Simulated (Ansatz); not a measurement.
Crystal: CuI (Marshite).

```
I Cu
1.0
     0.00000    3.03150    3.03150
     3.03150    0.00000    3.03150
     3.03150    3.03150    0.00000
I Cu
1 1
Direct
  0.00000 0.00000 0.00000
  0.75000 0.75000 0.75000
```

Program: Ansatz 0.2.0. Alike in all runs: potentials or basis Ansatz PAW; cell as given.

Task: Order these runs on this cell by their pressure, lowest first.
A. level HSE06; spin SOC, no magnetisation; k mesh 4 × 4 × 4; cutoff (eV) 420; smearing fermi-dirac 0.05 eV; mesh quality coarse
B. level r2SCAN; spin SOC, no magnetisation; k mesh 6 × 6 × 6; cutoff (eV) 500; smearing fermi-dirac 0.05 eV; points for each segment of the path 14; mesh quality not flagged
C. level HF; spin off; k mesh 4 × 4 × 4; cutoff (eV) 420; smearing fermi-dirac 0.05 eV; points for each segment of the path 4; mesh quality coarse
D. level LDA; spin off; k mesh 8 × 8 × 8; cutoff (eV) 420; smearing gaussian 0.02 eV; mesh quality not flagged
E. level RPBE; spin off; k mesh 8 × 8 × 8; cutoff (eV) 420; smearing gaussian 0.1 eV; mesh quality not flagged

Result: D (-4.4 GPa), B (-0.8 GPa), A (0.9 GPa), E (2.4 GPa), C (9.1 GPa).

Caveats: some runs use coarse meshes; the PAW data sets come from PBE, with cores solved anew for the run's functional, which leaves a small shift of forces and pressure; the thresholds are loose for stress (some runs).

Runs at the PBE level aren't shown here.
